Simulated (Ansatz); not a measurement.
**Nb in Ansatz: the effect of functional**

Nb:

```xyz
1
Lattice="0.0000 2.0718 2.0718 2.0718 0.0000 2.0718 2.0718 2.0718 0.0000" Properties=species:S:1:pos:R:3 pbc="T T T"
Nb    0.0000    0.0000    0.0000
```

This isn't the form of Nb at room conditions, which is bcc.

The cell isn't the ideal one: volume scaled by 0.94.

Alike in all runs:

| Quantity | Value |
| --- | --- |
| Program | Ansatz 0.2.0 |
| Task | single point |
| Potentials or basis | Ansatz PAW |
| k mesh | 11 × 11 × 11 |
| Occupations | fermi-dirac, width 0.05 eV |
| Spin | no spin polarisation |

| functional | cutoff | pressure (GPa) |
| --- | --- | --- |
| LDA | 420 eV (not typed: the program's choice for these potentials) | -1.0 |
| PBEsol | 420 eV (not typed: the program's choice for these potentials) | 3.0 |
| r2SCAN | 500 eV (not typed: the program's choice for these potentials) | ? |

Task: What does the run with functional r2SCAN give?

Result: Pressure 8.4 GPa.

Caveats: the PAW data sets come from PBE, with cores solved anew for the run's functional, which leaves a small shift of forces and pressure.

Runs at the PBE level aren't shown here.
